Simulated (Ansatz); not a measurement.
The system is P.

```
P
1.0
     1.64774   -5.46504    0.00000
     1.64774    5.46504    0.00000
     0.00000    0.00000    4.54364
P
4
Direct
  0.90414 0.09586 0.58882
  0.09586 0.90414 0.41118
  0.59586 0.40414 0.08882
  0.40414 0.59586 0.91118
```

Program: Ansatz 0.2.0. Alike in all runs: task projected density of states; potentials or basis Ansatz PAW; no spin polarisation; cell as given; k mesh 5 × 5 × 4; smearing fermi-dirac 0.05 eV.

Question: Order these runs on this cell by their band gap on the k mesh, lowest first.
A. level HSE06; cutoff (eV) 420
B. level r2SCAN0; cutoff (eV) 500
C. level revPBE; cutoff (eV) 420

Answer: C (0.48 eV), A (1.02 eV), B (1.75 eV).

Caveats: odd divisions of the mesh miss points on the zone boundary, where band edges often lie, so the gap on the mesh can be too wide; the density of states is complete only up to the lowest level of the last band computed.

A k mesh can miss the band edges.

Runs at the PBE level aren't shown here.
